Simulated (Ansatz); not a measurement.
# HfN: further runs on a relaxed guess

Aim: for this structure of HfN, see whether it has a gap, which orbitals make up the states near it and how charge is shared.

Computed with Ansatz 0.2.0 (DFT PBE, scalar-relativistic, plane waves, PAW, unless a step's input says otherwise).

1 further run of the same task is left out (set aside as unsound or not needed).

### 1 Starting point

It takes space group P-6m2 (No. 187, hexagonal). Conventional cell: a = 3.101 Å, b = 3.101 Å, c = 2.911 Å, α = 90.00°, β = 90.00°, γ = 120.00°. Hf (site symmetry -6m2) is surrounded by 6 N at 2.31 Å. N (site symmetry -6m2) is surrounded by 6 Hf at 2.31 Å.

Coordinates:

```xyz
2
Lattice="3.1006 0.0000 0.0000 -1.5503 2.6852 0.0000 0.0000 0.0000 2.9107" Properties=species:S:1:pos:R:3 pbc="T T T"
Hf    0.0000    0.0000    0.0000
N     1.5503    0.8951    1.4554
```

The cell was relaxed beforehand at this level, from a generated guess; it needn't be the stable form of this composition. At a tolerance of 0.05 Å it has space group P-6m2 (No. 187); it has 12.12 Å³/atom, an uncorrected energy of -1.28 eV/atom over the elements.

### 2 Static run: bands, density of states and charges

input.yaml reads:

```yaml
crystal:
  lattice:
    - [3.1005536887, 0.0, 0.0]
    - [-1.5502768444, 2.6851582602, 0.0]
    - [0.0, 0.0, 2.9107322272]
  atoms:
    - { symbol: Hf, position: [0.0, 0.0, 0.0] }
    - { symbol: "N", position: [0.6666666667, 0.3333333333, 0.5] }
basis:
  ecutwfc: 420
kpoints:
  mp_grid: { grid: [24, 24, 20] }
  band_path:
    path:
      - [[0.0, 0.0, 0.0], [0.5, 0.0, 0.0], [0.33333333, 0.33333333, 0.0], [0.0, 0.0, 0.0], [0.0, 0.0, 0.5], [0.5, 0.0, 0.5], [0.33333333, 0.33333333, 0.5], [0.0, 0.0, 0.5]]
      - [[0.5, 0.0, 0.5], [0.5, 0.0, 0.0]]
      - [[0.33333333, 0.33333333, 0.5], [0.33333333, 0.33333333, 0.0]]
    npoints: 14
hamiltonian:
  xc: pbe
scf:
  occupations: { method: gaussian, width: 0.1 }
  n_extra_bands: 6
output:
  forces: true
  stress: true
  eigenvalues: true
  populations: true
  dos: { projected: true, de: 0.02, nscf_kmesh: { grid: [29, 29, 24] } }
  bader: true
  write_density: true
  write_potential: true
  elf: true
  volumetric_format: npy
```

Launch:

```
$ ansatz run input.yaml --threads 1 --pin off --max-ram 2560MiB --backend cpu --events-out ev --progress --plain --runs-dir out
```

Log:

```text
Warning: RAYON_NUM_THREADS=1 ignored (pool sized by the plan → 1); use --threads N
scf.n_extra_bands = 6 over 16 filled bands (N_el = 31.0): the run solves 22 bands
Engine: ansatz 0.2.0, aarch64-unknown-linux-gnu
Pseudopotentials: kind: paw
Pseudopotential: Hf, paw, valence charge 26, recommended cutoff 420 eV (normal), Hf.paw.azcp
Pseudopotential: N, paw, valence charge 5, recommended cutoff 420 eV (normal), N.paw.azcp
Functional definition: PBE
  parameter kappa = 0.804
  parameter beta = 0.06672455060314922
  exchange = pbe_x(kappa = kappa, mu = beta*pi^2/3)
  correlation = pbe_c(beta = beta)
Crystal: 2 atoms, lattice volume = 24.233 Å³
Basis set: ecut = 420 eV, 465 PW (Γ), exchange–correlation on 48×48×40 points (8 copies of the dense FFT grid, shifted against one another)
Bands: 22, of which v1, the nominal top of the filled ones, is band 16 counted from 1 (15 counted from 0)
Symmetry: 12 space group operations
Space group: P-6m2 (ITA 187), of the structure as read, at distance tolerance 2.9e-5 Å
k-points: 671 of 11520 (time reversal used)
Non-local potential: Hf, projectors of the file, l = 0: 3, l = 1: 2, l = 2: 2, l = 3: 3
Non-local potential: N, projectors of the file, l = 0: 2, l = 1: 2, l = 2: 1
PAW form: soft (Blöchl's): semilocal exchange-correlation on the pseudo side does not see the compensation charge
PAW one-centre angular grid: Hf, 590 points (default); XC on 64 Gauss nodes
PAW one-centre angular grid: N, 110 points (default); XC on 64 Gauss nodes
Initial density: superposition of atomic densities (neutral atoms: chi_scale 0, normalization atom), corrected by the library's trained network
Initial wavefunctions: pseudopotential atomic-orbital guess
Functional: x = pbe(κ = 0.804, μ = 0.2195149727645171), c = pbe(β = 0.06672455060314922)
SCF iter   1: F=—  HF=-16107.935967 eV  |F-HF|=—  |Δ(HF+E_count)|=         —  Δρ=1.10e-2  dr2=2.94e-2  ethr=1.77e-3  ⟨swp⟩=5.2  Hψ=64384  notcnv=0
preconditioner: auto → none  [metal: Δε(μ)=0.001 eV  Ē_g=20.564 eV  σ=0.100 eV  W_gap=0.01  n_scr=8 (ndim 8)  ℏωp=40.6 eV  f_vac=0.000  D(μ)=1.74/eV (n_scr^D=20)  sad-step TF]
SCF iter   2: F=—  HF=-16107.932679 eV  |F-HF|=—  |Δ(HF+E_count)|=   3.29e-3  Δρ=7.33e-3  dr2=1.49e-2  ethr=9.48e-5  ⟨swp⟩=1.1  Hψ=20205  notcnv=0
SCF iter   3: F=—  HF=-16107.929539 eV  |F-HF|=—  |Δ(HF+E_count)|=   3.14e-3  Δρ=1.18e-3  dr2=3.94e-4  ethr=4.81e-5  ⟨swp⟩=2.3  Hψ=17848  notcnv=0
SCF iter   4: F=—  HF=-16107.929298 eV  |F-HF|=—  |Δ(HF+E_count)|=   2.41e-4  Δρ=6.59e-4  dr2=5.85e-5  ethr=1.27e-6  ⟨swp⟩=2.0  Hψ=24239  notcnv=0
SCF iter   5: F=—  HF=-16107.929273 eV  |F-HF|=—  |Δ(HF+E_count)|=   2.44e-5  Δρ=1.06e-4  dr2=1.24e-6  ethr=1.89e-7  ⟨swp⟩=2.0  Hψ=23010  notcnv=0
SCF iter   6: F=-16107.929274 eV  HF=-16107.929274 eV  |F-HF|=2.04e-8  |Δ(HF+E_count)|=   5.47e-7  Δρ=1.69e-5  dr2=3.12e-8  ethr=3.23e-10  ⟨swp⟩=10.1  Hψ=108506  notcnv=0
SCF 1 converged in 6 iterations: F = -16107.929274 eV  dr2 = 3.12e-8
NSCF: frozen V_eff on 129 k-points
NSCF: frozen V_eff on 1105 k-points
SCF converged after 6 iterations
Free energy (F): -16107.929274 eV
Harris-Foulkes:  -16107.929274 eV  (|F-HF|=2.04e-8)
Internal energy: -16107.920563 eV  (E = F + TS)
E sigma→0 (E₀):  -16107.924918 eV
Entropy (-TS):   -0.008711 eV (-4.356 meV/atom)
Fermi energy:    21.579207 eV
--- Per-component energies (eV) ---
  E_band       = 142.741951
  E_kinetic    = 555.983333
  E_local      = -4938.260432  (includes V_loc(G=0)·N_el)
  E_nonlocal   = -1198.606022
  E_hartree    = 2331.874272
  E_xc         = -361.296534
  E_vxc        = -344.325335  (∫ρ·V_xc dr)
  E_paw        = -7054.678316  (= ΣΔE_a)
  E_vpaw       = 1404.205730  (= ΣTr[D̂ρ^β])
  E_aug_tail   = 0.000092  (compensation charges beyond the density's cutoff)
  E_ewald      = -5442.936956
  E_smearing   = -0.008711  (= −TS)
  E_closure    = -0.000000  (closes the sum)
  Σ components = -16107.929274   (vs F -16107.929274, Δ=0.00e0)
--- Forces (eV/Å), atoms counted from 1 ---
  atom   1  Hf     0.00000000     0.00000000     0.00000000
  atom   2  N      0.00000000     0.00000000     0.00000000
  max |Σ_I F_I| component: 9.25e-17 eV/Å
--- Stress (GPa, compression-positive) ---
       -0.044616       0.000000       0.000000
        0.000000      -0.044616       0.000000
        0.000000       0.000000      -0.032298
  P = ⅓ Tr σ = -0.0405 GPa (-0.405 kbar)
--- Band table (eV; the first three rows and the last of 671) ---
  k-point 0: bands = ["-40.2610", "-8.6888", "-8.6888", "-8.4931", "5.4627", "9.7981", "9.8786", "9.8786", "9.8907", "9.8909", "9.8909", "9.9285", "18.1545", "18.1545", "19.3208", "19.9923", "23.6604", "26.4043", "26.4043", "27.4875", "27.4875", "34.6564"]
  k-point 1: bands = ["-40.2595", "-8.6863", "-8.6863", "-8.5226", "5.5118", "9.7980", "9.8768", "9.8768", "9.8907", "9.8930", "9.8930", "9.9260", "18.1757", "18.1757", "18.9591", "20.3178", "23.7626", "26.1136", "26.1136", "27.6729", "27.6729", "34.7635"]
  k-point 2: bands = ["-40.2550", "-8.6792", "-8.6792", "-8.6074", "5.6552", "9.7974", "9.8724", "9.8724", "9.8908", "9.8983", "9.8983", "9.9193", "18.2377", "18.2377", "18.3342", "20.8621", "24.0437", "25.5501", "25.5501", "27.9167", "27.9167", "35.0660"]
  k-point 670: bands = ["-40.1341", "-9.3079", "-9.1709", "-9.1154", "7.1088", "9.8043", "9.8631", "9.8708", "9.8925", "9.9353", "9.9357", "10.0118", "15.0791", "16.4412", "18.9894", "22.4882", "26.9896", "27.8585", "29.4531", "29.7508", "32.3781", "33.3744"]
--- Löwdin populations: 2 sites ---
  site symbol       q [e]
     0     Hf     25.2742
     1      N      5.6662
  spilling = 0.001923 (of n_electrons = 31.000000)
--- Bader charges: 2 sites ---
  site symbol  charge [e]  shift [e]
     0     Hf      1.7439     0.0015
     1      N     -1.7439     0.0015
  estimated error of the sums over rays = 2.9e-4 e
```

Wall time 96 s (1 thread of Arm Neoverse V1, shared host); peak memory 0.64 GiB.

Site by site:

| atom | Löwdin electrons | Bader charge (e) | Bader volume (Å³) |
| --- | --- | --- | --- |
| Hf1 | 25.27 | +1.74 | 12.4 |
| N2 | 5.67 | -1.74 | 11.8 |

bands.tsv at the labelled points (eV, zero at the Fermi level; the bands nearest the Fermi level):

```tsv
point	band 13	band 14	band 15	band 16	band 17	band 18	band 19
Γ	-3.42	-3.42	-2.26	-1.59	2.08	4.83	4.83
M	-6.64	-3.28	-2.19	-1.73	4.80	5.01	6.41
K	-5.84	-4.40	-3.28	1.22	2.50	3.23	4.05
Γ	-3.42	-3.42	-2.26	-1.59	2.08	4.83	4.83
A	-7.67	-2.60	-2.60	1.53	1.53	3.86	4.39
L	-5.74	-4.65	-4.28	0.73	4.99	6.58	7.90
H	-6.50	-5.14	-2.59	0.91	5.41	6.28	7.87
A	-7.67	-2.60	-2.60	1.53	1.53	3.86	4.39
L	-5.74	-4.65	-4.28	0.73	4.99	6.58	7.90
M	-6.64	-3.28	-2.19	-1.73	4.80	5.01	6.41
H	-6.50	-5.14	-2.59	0.91	5.41	6.28	7.87
K	-5.84	-4.40	-3.28	1.22	2.50	3.23	4.05
```

States per cell in windows of 1 eV, from dos.tsv and pdos.tsv (zero at the Fermi level):

```csv
from,to,total,Hf 5d,N 2p
-7,-6,0.67,0.21,0.37
-6,-5,1.34,0.43,0.76
-5,-4,0.98,0.26,0.64
-4,-3,2.19,0.52,1.57
-3,-2,0.78,0.16,0.59
-2,-1,0.20,0.16,0.03
-1,0,0.81,0.66,0.08
0,1,0.96,0.76,0.11
1,2,0.07,0.06,0.00
2,3,0.42,0.33,0.05
3,4,1.10,0.80,0.17
4,5,1.92,1.37,0.23
5,6,1.80,1.25,0.22
```

Below -7 eV lie 24 or so more states.

Density in a lattice plane of the grid's cell (edges 3.10 and 2.91 Å, at 0.000 of the third edge), which holds Hf.

Values in e/Å³, 12 rows by 12 columns:
```
27.27 20.21  9.01  2.20  0.56  0.24  0.20  0.24  0.56  2.20  9.01 20.21
13.46  9.97  4.49  1.19  0.40  0.25  0.23  0.25  0.40  1.19  4.49  9.97
 4.23  3.17  1.52  0.53  0.31  0.28  0.28  0.28  0.31  0.53  1.52  3.17
 0.89  0.72  0.45  0.31  0.31  0.35  0.37  0.35  0.31  0.31  0.45  0.72
 0.34  0.31  0.28  0.28  0.35  0.43  0.47  0.43  0.35  0.29  0.28  0.31
 0.26  0.25  0.25  0.29  0.37  0.46  0.51  0.46  0.36  0.29  0.25  0.25
 0.34  0.31  0.28  0.28  0.35  0.43  0.47  0.43  0.35  0.29  0.28  0.31
 0.89  0.72  0.45  0.31  0.31  0.35  0.37  0.35  0.31  0.31  0.45  0.72
 4.23  3.17  1.52  0.53  0.31  0.28  0.28  0.28  0.31  0.53  1.52  3.17
13.46  9.97  4.49  1.19  0.40  0.25  0.23  0.25  0.40  1.19  4.49  9.97
27.27 20.21  9.01  2.20  0.56  0.24  0.20  0.24  0.56  2.20  9.01 20.21
35.47 26.30 11.72  2.81  0.67  0.25  0.20  0.25  0.67  2.81 11.72 26.30
```
Columns run along the first of these edges and rows up along the second, over one cell in 12 and 12 even steps from the bottom left corner. Atoms in the plane (fractional): Hf at (1.00, 0.00).

ELF in the same plane.

Ten even steps from '0' (0.13) to '9' (0.85):
```
999998631000000013689999
999987520000100002578999
999875210001210001257899
887653100012321000135678
665420000234443200002456
322100012456665421000122
110000124567776542100001
000011245677777654211000
111112346777777764321111
000011245677777654211000
110000124567776542100001
322100012456665421000122
665420000234443200002456
887653100012321000135678
999875210001210001257899
999987520000100002578999
999998631000000013689999
899998741000000014789999
```
Columns run along the first of these edges and rows up along the second, over one cell in 24 and 18 even steps from the bottom left corner. Atoms in the plane (fractional): Hf at (1.00, 0.00).

Both are smooth fields of the valence electrons: close to the nuclei they are not physical.

Maxima of ELF outside the ion cores: 0.83 in the shell around N, 0.6 Å from N; 0.48 between the atoms, 1.7 Å from Hf.

### 3 Variant: ecutrho_ratio 9

input.yaml reads:

```yaml
crystal:
  lattice:
    - [3.1005536887, 0.0, 0.0]
    - [-1.5502768444, 2.6851582602, 0.0]
    - [0.0, 0.0, 2.9107322272]
  atoms:
    - { symbol: Hf, position: [0.0, 0.0, 0.0] }
    - { symbol: "N", position: [0.6666666667, 0.3333333333, 0.5] }
basis:
  ecutwfc: 420
  ecutrho_ratio: 9
kpoints:
  mp_grid: { grid: [24, 24, 20] }
hamiltonian:
  xc: pbe
scf:
  occupations: { method: gaussian, width: 0.1 }
output:
  forces: true
  eigenvalues: true
  stress: true
```

Launch:

```
$ ansatz run input.yaml --threads 1 --pin off --max-ram 2560MiB --backend cpu --events-out ev --progress --plain --runs-dir out
```

Log:

```text
Warning: RAYON_NUM_THREADS=1 ignored (pool sized by the plan → 1); use --threads N
[... 9 set-up lines as earlier in the session ...]
Crystal: 2 atoms, lattice volume = 24.233 Å³
Basis set: ecut = 420 eV, 465 PW (Γ), exchange–correlation on 64×64×60 points (8 copies of the dense FFT grid, shifted against one another)
Bands: 20, of which v1, the nominal top of the filled ones, is band 16 counted from 1 (15 counted from 0)
[... 2 set-up lines as earlier in the session ...]
k-points: 671 of 11520 (time reversal used)
[... 8 set-up lines as earlier in the session ...]
SCF iter   1: F=—  HF=-16107.935983 eV  |F-HF|=—  |Δ(HF+E_count)|=         —  Δρ=1.10e-2  dr2=2.94e-2  ethr=1.77e-3  ⟨swp⟩=4.9  Hψ=54571  notcnv=0
preconditioner: auto → none  [metal: Δε(μ)=0.001 eV  Ē_g=18.709 eV  σ=0.100 eV  W_gap=0.01  n_scr=8 (ndim 8)  ℏωp=40.6 eV  f_vac=0.000  D(μ)=1.74/eV (n_scr^D=20)  sad-step TF]
SCF iter   2: F=—  HF=-16107.932557 eV  |F-HF|=—  |Δ(HF+E_count)|=   3.43e-3  Δρ=7.21e-3  dr2=1.44e-2  ethr=9.48e-5  ⟨swp⟩=1.2  Hψ=18926  notcnv=0
SCF iter   3: F=—  HF=-16107.929620 eV  |F-HF|=—  |Δ(HF+E_count)|=   2.94e-3  Δρ=1.20e-3  dr2=3.82e-4  ethr=4.63e-5  ⟨swp⟩=2.9  Hψ=21062  notcnv=0
SCF iter   4: F=—  HF=-16107.929295 eV  |F-HF|=—  |Δ(HF+E_count)|=   3.26e-4  Δρ=6.24e-4  dr2=4.53e-5  ethr=1.23e-6  ⟨swp⟩=2.0  Hψ=23788  notcnv=0
SCF iter   5: F=—  HF=-16107.929281 eV  |F-HF|=—  |Δ(HF+E_count)|=   1.39e-5  Δρ=9.22e-5  dr2=9.99e-7  ethr=1.46e-7  ⟨swp⟩=2.0  Hψ=22768  notcnv=0
SCF iter   6: F=-16107.929281 eV  HF=-16107.929281 eV  |F-HF|=6.43e-9  |Δ(HF+E_count)|=   2.92e-7  Δρ=1.40e-5  dr2=3.26e-8  ethr=3.23e-10  ⟨swp⟩=6.6  Hψ=68681  notcnv=0
SCF 1 converged in 6 iterations: F = -16107.929281 eV  dr2 = 3.26e-8
SCF converged after 6 iterations
Free energy (F): -16107.929281 eV
Harris-Foulkes:  -16107.929281 eV  (|F-HF|=6.43e-9)
Internal energy: -16107.920570 eV  (E = F + TS)
E sigma→0 (E₀):  -16107.924925 eV
Entropy (-TS):   -0.008711 eV (-4.356 meV/atom)
Fermi energy:    21.579170 eV
--- Per-component energies (eV) ---
  E_band       = 142.738072
  E_kinetic    = 555.983535
  E_local      = -4938.264138  (includes V_loc(G=0)·N_el)
  E_nonlocal   = -1198.608359
  E_hartree    = 2331.877940
  E_xc         = -361.296603
  E_vxc        = -344.325383  (∫ρ·V_xc dr)
  E_paw        = -7054.675989  (= ΣΔE_a)
  E_vpaw       = 1404.206085  (= ΣTr[D̂ρ^β])
  E_aug_tail   = 0.000001  (compensation charges beyond the density's cutoff)
  E_ewald      = -5442.936956
  E_smearing   = -0.008711  (= −TS)
  E_closure    = -0.000000  (closes the sum)
  Σ components = -16107.929281   (vs F -16107.929281, Δ=0.00e0)
--- Forces (eV/Å), atoms counted from 1 ---
  atom   1  Hf     0.00000000     0.00000000     0.00000000
  atom   2  N      0.00000000     0.00000000     0.00000000
  max |Σ_I F_I| component: 1.85e-16 eV/Å
--- Stress (GPa, compression-positive) ---
       -0.044437       0.000000       0.000000
        0.000000      -0.044437       0.000000
        0.000000       0.000000      -0.032009
  P = ⅓ Tr σ = -0.0403 GPa (-0.403 kbar)
--- Band table (eV; the first three rows and the last of 671) ---
  k-point 0: bands = ["-40.2611", "-8.6889", "-8.6889", "-8.4932", "5.4627", "9.7979", "9.8784", "9.8784", "9.8905", "9.8906", "9.8906", "9.9282", "18.1545", "18.1545", "19.3207", "19.9923", "23.6604", "26.4043", "26.4043", "27.4874"]
  k-point 1: bands = ["-40.2596", "-8.6865", "-8.6865", "-8.5227", "5.5118", "9.7978", "9.8766", "9.8766", "9.8905", "9.8927", "9.8927", "9.9258", "18.1757", "18.1757", "18.9591", "20.3178", "23.7626", "26.1136", "26.1136", "27.6728"]
  k-point 2: bands = ["-40.2551", "-8.6793", "-8.6793", "-8.6075", "5.6552", "9.7972", "9.8722", "9.8722", "9.8906", "9.8981", "9.8981", "9.9191", "18.2377", "18.2377", "18.3342", "20.8620", "24.0437", "25.5501", "25.5501", "27.9167"]
  k-point 670: bands = ["-40.1342", "-9.3080", "-9.1710", "-9.1155", "7.1088", "9.8041", "9.8629", "9.8706", "9.8923", "9.9351", "9.9355", "10.0116", "15.0791", "16.4412", "18.9894", "22.4882", "26.9896", "27.8585", "29.4531", "29.7508"]
```

It took 29 s on 1 thread of Arm Neoverse V1, shared host; peak memory 0.61 GiB.

| run | ending | energy change | pressure (GPa) | gap (eV) | force (eV/Å) | cycles | time |
| --- | --- | --- | --- | --- | --- | --- | --- |
| step 2 | converged | 0 | 0.0 | 0.00 | 0.00 | 6 | 96 s |
| variant | converged | 0.0 meV/atom | 0.0 | 0.00 | 0.00 | 6 | 29 s |

Changing the numerical grids hardly moves the energy: 0.0 meV/atom.

### 4 Outcome

| quantity | value |
| --- | --- |
| gap | none (metal) |
| states at the Fermi level | 2.03 per eV per cell |
| Bader charges | Hf +1.74, N -1.74 e |

What this shows: It comes out metallic. Of the projected weight within 0.25 eV of the Fermi level, the largest part is Hf 5d (83 %). Charge transfer between the atoms is strong (Bader charges up to 1.7 e). Spin-orbit coupling is left out, which matters for the bands of Hf. The final runs have no spin polarisation, so no magnetic state was tried and one may lie lower.
